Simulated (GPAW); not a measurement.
# MgSe (Fm-3m) in GPAW: single point with PBE

Aim: the single point of MgSe with PBE.

All numbers are computed with GPAW 26.7.0; they aren't measurements. Logs are shortened: lines on timing, memory, paths and dates and some standing lists are left out, and cuts for length are marked. The log counts tension as positive stress, the text compression.

### 1 The structure

The structure is cubic, space group Fm-3m (No. 225). Conventional cell: a = 5.451 Å, b = 5.451 Å, c = 5.451 Å, α = 90.00°, β = 90.00°, γ = 90.00°. Around Se (site symmetry m-3m) lie 6 Mg at 2.73 Å. Around Mg (site symmetry m-3m) lie 6 Se at 2.73 Å.

### 2 Single point, PBE

Contents of run.py:

```python
from ase import Atoms
from ase.dft.bandgap import bandgap
from ase.io import write
from ase.units import GPa
from gpaw import GPAW, PW

atoms = Atoms(['Se', 'Mg'],
              cell=[[0.0, 2.7255, 2.7255],
                    [2.7255, 0.0, 2.7255],
                    [2.7255, 2.7255, 0.0]],
              scaled_positions=[[0.5, 0.5, 0.5],
                                [0.0, 0.0, 0.0]],
              pbc=True)

calc = GPAW(mode=PW(600),
            xc='PBE',
            kpts={'size': (7, 7, 7), 'gamma': True},
            occupations={'name': 'fermi-dirac', 'width': 0.05},
            nbands=16,
            maxiter=120,
            txt='gpaw.txt')
atoms.calc = calc
energy = atoms.get_potential_energy()
forces = atoms.get_forces()
stress = atoms.get_stress()
calc.write('gs.gpw')
write('result.traj', atoms)
print(f'Energy: {energy:.6f} eV')
print('Forces (eV/A):')
print(forces.round(4))
print('Stress (GPa):', (stress / GPa).round(3))
print('Fermi level:', round(calc.get_fermi_level(), 4), 'eV')
print(f'Gap: {bandgap(calc)[0]:.4f} eV, direct: {bandgap(calc, direct=True)[0]:.4f} eV')
```

Potentials or basis: GPAW PAW data sets (gpaw-data 1.2.1), pw.

Started as:

```bash
> OMP_NUM_THREADS=1 python run.py
```

gpaw.txt:

```text
__  _  _
 | _ |_)|_||  |
 |__||  | ||/\| - 26.7.0

Input parameters:
  mode=PW(ecut=600.0),
  kpts=MonkhorstPack(size=(7, 7, 7), gamma=True),
  maxiter=120,
  nbands=16,
  occupations=Occupations(name='fermi-dirac', width=0.05),
  xc=XC(name='PBE')

Diagonalizing LCAO Hamiltonian
Converting LCAO to pw mode

                Se

       Mg

Atoms  # Å, Bohr magnetons
|   | symbol |        x |        y |        z |    initial magnetic moments |
|---|--------|----------|----------|----------|-----------------------------|
| 0 |     Se | 2.725500 | 2.725500 | 2.725500 | ( 0.0000,  0.0000,  0.0000) |
| 1 |     Mg | 0.000000 | 0.000000 | 0.000000 | ( 0.0000,  0.0000,  0.0000) |

Unit cell  # Å
| periodic |        x |        y |        z |  lengths |    angles |
|----------|----------|----------|----------|----------|-----------|
|      yes | 0.000000 | 2.725500 | 2.725500 | 3.854439 | 60.000000 |
|      yes | 2.725500 | 0.000000 | 2.725500 | 3.854439 | 60.000000 |
|      yes | 2.725500 | 2.725500 | 0.000000 | 3.854439 | 60.000000 |

Number of symmetries: 48
Symmetry operations  # r_c * U_cc + t_c -> r_c
|    | kind |            matrix            |
|----|------|------------------------------|
|  0 |  σ   |  1, 0, 0,  1, 0,-1,  1,-1, 0 |
|  1 |  C2  |  1, 0, 0,  1,-1, 0,  1, 0,-1 |
|  2 |  E   |  1, 0, 0,  0, 1, 0,  0, 0, 1 |
|  3 |  σ   |  1, 0, 0,  0, 0, 1,  0, 1, 0 |
|  4 |  C4  |  1, 0,-1,  1, 0, 0,  1,-1, 0 |
|  5 |  S6  |  1, 0,-1,  1,-1, 0,  1, 0, 0 |
|  6 |  σ   |  1, 0,-1,  0, 1,-1,  0, 0,-1 |
|  7 |  C3  |  1, 0,-1,  0, 0,-1,  0, 1,-1 |
|  8 |  S6  |  1,-1, 0,  1, 0, 0,  1, 0,-1 |
|  9 |  C4  |  1,-1, 0,  1, 0,-1,  1, 0, 0 |
| 10 |  C3  |  1,-1, 0,  0,-1, 1,  0,-1, 0 |
| 11 |  σ   |  1,-1, 0,  0,-1, 0,  0,-1, 1 |
| 12 |  σ   |  0, 1, 0,  1, 0, 0,  0, 0, 1 |
| 13 |  C4  |  0, 1, 0,  0, 1,-1, -1, 1, 0 |
| 14 |  C3  |  0, 1, 0,  0, 0, 1,  1, 0, 0 |
| 15 |  S6  |  0, 1, 0, -1, 1, 0,  0, 1,-1 |
| 16 |  C2  |  0, 1,-1,  1, 0,-1,  0, 0,-1 |
| 17 |  σ   |  0, 1,-1,  0, 1, 0, -1, 1, 0 |
| 18 |  S4  |  0, 1,-1,  0, 0,-1,  1, 0,-1 |
| 19 |  C4  |  0, 1,-1, -1, 1, 0,  0, 1, 0 |
| 20 |  C3  |  0, 0, 1,  1, 0, 0,  0, 1, 0 |
| 21 |  σ   |  0, 0, 1,  0, 1, 0,  1, 0, 0 |
| 22 |  S6  |  0, 0, 1,  0,-1, 1, -1, 0, 1 |
| 23 |  C4  |  0, 0, 1, -1, 0, 1,  0,-1, 1 |
| 24 |  S4  |  0, 0,-1,  1, 0,-1,  0, 1,-1 |
| 25 |  C3  |  0, 0,-1,  0, 1,-1,  1, 0,-1 |
| 26 |  C2  |  0, 0,-1,  0,-1, 0, -1, 0, 0 |
| 27 |  S6  |  0, 0,-1, -1, 0, 0,  0,-1, 0 |
| 28 |  S4  |  0,-1, 1,  1,-1, 0,  0,-1, 0 |
| 29 |  C4  |  0,-1, 1,  0, 0, 1, -1, 0, 1 |
| 30 |  C2  |  0,-1, 1,  0,-1, 0,  1,-1, 0 |
| 31 |  σ   |  0,-1, 1, -1, 0, 1,  0, 0, 1 |
| 32 |  C3  |  0,-1, 0,  1,-1, 0,  0,-1, 1 |
| 33 |  S6  |  0,-1, 0,  0, 0,-1, -1, 0, 0 |
| 34 |  S4  |  0,-1, 0,  0,-1, 1,  1,-1, 0 |
| 35 |  C2  |  0,-1, 0, -1, 0, 0,  0, 0,-1 |
| 36 |  C2  | -1, 1, 0,  0, 1, 0,  0, 1,-1 |
| 37 |  S6  | -1, 1, 0,  0, 1,-1,  0, 1, 0 |
| 38 |  S4  | -1, 1, 0, -1, 0, 1, -1, 0, 0 |
| 39 |  C3  | -1, 1, 0, -1, 0, 0, -1, 0, 1 |
| 40 |  S6  | -1, 0, 1,  0, 0, 1,  0,-1, 1 |
| 41 |  C2  | -1, 0, 1,  0,-1, 1,  0, 0, 1 |
| 42 |  C3  | -1, 0, 1, -1, 1, 0, -1, 0, 0 |
| 43 |  S4  | -1, 0, 1, -1, 0, 0, -1, 1, 0 |
| 44 |  C2  | -1, 0, 0,  0, 0,-1,  0,-1, 0 |
| 45 |  i   | -1, 0, 0,  0,-1, 0,  0, 0,-1 |
| 46 |  σ   | -1, 0, 0, -1, 1, 0, -1, 0, 1 |
| 47 |  C2  | -1, 0, 0, -1, 0, 1, -1, 1, 0 |

BZ-sampling:
  Number of BZ points: 343
  Number of IBZ points: 20

  Monkhorst-Pack size: [7, 7, 7]
  Monkhorst-Pack shift: [0, 0, 0]

K-points  # in reciprocal-cell coordinates
|     |                                coordinates |     weight |
|-----|--------------------------------------------|------------|
|   0 | (  0.00000000,   0.00000000,   0.00000000) | 0.00291545 |
|   1 | (  0.14285714,   0.14285714,   0.00000000) | 0.01749271 |
|   2 | (  0.14285714,   0.14285714,   0.14285714) | 0.02332362 |
|   3 | (  0.28571429,   0.14285714,   0.14285714) | 0.03498542 |
|   4 | (  0.28571429,   0.28571429,   0.00000000) | 0.01749271 |
|   5 | (  0.28571429,   0.28571429,   0.14285714) | 0.06997085 |
|   6 | (  0.28571429,   0.28571429,   0.28571429) | 0.02332362 |
|   7 | (  0.42857143,  -0.28571429,  -0.28571429) | 0.03498542 |
|   8 | (  0.42857143,   0.28571429,  -0.42857143) | 0.13994169 |
|   9 | (  0.42857143,   0.28571429,  -0.28571429) | 0.06997085 |
| ... |                                            |            |
|  19 | (  0.42857143,   0.42857143,   0.42857143) | 0.02332362 |

Plane wave coefficients: 1363
Cutoff: 600.0 eV

Spin-components: 1 (collinear spins)
Bands:           16
Projectors:      10
Spin-degeneracy: 2
Datatype:        complex128

Parallelization:
  kpt:    1
  domain: 1
  band:   1

Density:
  Valence electrons: 16.0
  Components: 1
  Grid points: [24 24 24]
  Charge: 0.0  # |e|

Potential:
  Grid points: [24 24 24]

species:
  Se:
    name:    Selenium
    Z:       34.0
    valence: 6
    core:    28
    charge:  0.0  # [|e|]
    compensation charges:
      type: gauss
      rc: 0.27  # [Å]
      lmax: 2
    cutoffs:
      filter: 1.77  # [Å]
      core: 2.67  # [Å]
    projectors
    | kind |    occ | energy [eV] | rcut [Å] |
    |------|--------|-------------|----------|
    |   4s |  2.000 |     -17.277 |    0.847 |
    |   4p |  4.000 |      -6.512 |    1.005 |
    |    s |        |       9.935 |    0.847 |
    |    p |        |      20.699 |    1.005 |
    |    d |        |       0.000 |    0.847 |

    Using partial waves for Se as LCAO basis

  Mg:
    name:    Magnesium
    Z:       12.0
    valence: 10
    core:    2
    charge:  0.0  # [|e|]
    compensation charges:
      type: gauss
      rc: 0.33  # [Å]
      lmax: 2
    cutoffs:
      filter: 1.86  # [Å]
      core: 0.54  # [Å]
    projectors
    | kind |    occ | energy [eV] | rcut [Å] |
    |------|--------|-------------|----------|
    |   2s |  2.000 |     -79.840 |    1.090 |
    |   3s |  2.000 |      -4.705 |    1.090 |
    |   2p |  6.000 |     -46.613 |    1.085 |
    |   3p |  0.000 |      -1.330 |    1.085 |
    |    d |        |       0.000 |    1.037 |

    Using partial waves for Mg as LCAO basis

Reference energy: -71553.177019  # eV

eigensolver:
  PPCG
  Converge bands: occupied
  niter=2

density mixing:
  MSR1-Mixer
  Pratt-step length: 0.05
  Maximum mixing coefficient: 0.75
  Old densities: 10
  SVD Regularization: 0.005
  Good broyden scale: 1.0
  Trust region scale: 1.0
  Backstep threshold: 4.0
  History deletion threshold: 6.0
  Fourier metric: weight=20.0, sigma=0.015

occupation numbers:
  Fermi-Dirac:
    width: 0.0500  # eV

poisson solver:
  ecut: 4800.0  # eV

xc functional:
  name: PBE with 2 nearest neighbor stencil

convergence criteria:
- Maximum [total energy] change in last 3 cyles: 0.0005 eV / valence electron
- Maximum integral of absolute [dens]ity change: 0.0001 electrons / valence electron
- Maximum integral of absolute [eigenst]ate change: 4e-08 eV^2 / valence electron
maximum number of iterations: 120

SCF iterations
|iter     | |      energy | eigst |  dens |
|---------|-|-------------|-------|-------|
|iter:   1| |   -7.800950 | -0.06 |       |
|iter:   2| |   -7.758165 | -2.18 | -1.18 |
|iter:   3| |   -7.579972 | -1.75 | -1.22 |
|iter:   4| |   -7.584158 | -3.31 | -1.82 |
|iter:   5| |   -7.585232c| -3.82 | -2.25 |
|iter:   6| |   -7.585246c| -5.54 | -3.36 |
|iter:   7| |   -7.585248c| -6.36 | -3.83 |
|iter:   8| |   -7.585248c| -8.87c| -4.85c|

Converged in 8 steps
Energy contributions relative to reference atoms: (reference = -71553.177019)

Energy contributions:
  Kinetic:          10.354985
  Coulomb:          -8.613911
  Zero:             -0.046988
  External:          0.000000
  Xc:               -9.279334
  Entropy:          -0.000000
  Spinorbit:         0.000000
  ----------------------------
  Free energy:      -7.585248
  Extrapolated:     -7.585248

dipole moment: (-7.830451, -7.830451, -7.830451)  # |e|*Ang

Fermi level: 5.902
Eigenvalues  # (at kpt = [0.000, 0.000, 0.000])
| band index |      eig [eV] | occ [0-2] |
|------------|---------------|-----------|
|          0 |       -70.506 |     2.000 |
|          1 |       -37.284 |     2.000 |
|          2 |       -37.284 |     2.000 |
|          3 |       -37.284 |     2.000 |
|          4 |        -7.973 |     2.000 |
|          5 |         4.959 |     2.000 |
[... 8 lines left out ...]
|         14 |        15.973 |     0.000 |
|         15 |        16.245 |     0.000 |

Gap: 2.033 eV
Transition (v -> c):
  (s=0, k=0, n=7, [0.00, 0.00, 0.00]) -> (s=0, k=16, n=8, [0.43, 0.43, 0.00])
Direct/indirect transitions are different
Direct gap: 2.620 eV
Transition at: (s=0, k=0, n=7, [0.00, 0.00, 0.00])

Forces  # eV/Ang
|        x |        y |        z |
|----------|----------|----------|
| -0.00000 | -0.00000 | -0.00000 |  # Se   0
|  0.00000 | -0.00000 | -0.00000 |  # Mg   1

Stress tensor  # eV/Ang^3
|         x |         y |         z |
|-----------|-----------|-----------|
| -0.012288 | -0.000000 |  0.000000 |
| -0.000000 | -0.012288 |  0.000000 |
|  0.000000 |  0.000000 | -0.012288 |

# Writing to gs.gpw (mode='')
```

stdout:

```text
Energy: -7.585248 eV
Forces (eV/A):
[[-0. -0. -0.]
 [ 0. -0. -0.]]
Stress (GPa): [-1.969 -1.969 -1.969  0.     0.    -0.   ]
Fermi level: 5.9022 eV
Gap: 2.0327 eV, direct: 2.6195 eV
```

Run time: 10 s. Hardware: 1 thread of Arm Neoverse V1, shared host; peak memory 0.14 GiB.

Results:

```yaml
Free_energy: -7.5852 eV
Pressure: 2.0 GPa
Band_gap_on_the_k_mesh: 2.03 eV, indirect (least direct gap 2.62 eV)
```

Caveat: the cutoff is short for stress and forces, so pressures can be off by a GPa or more; an odd mesh through Γ misses points on the zone boundary, where band edges often lie.
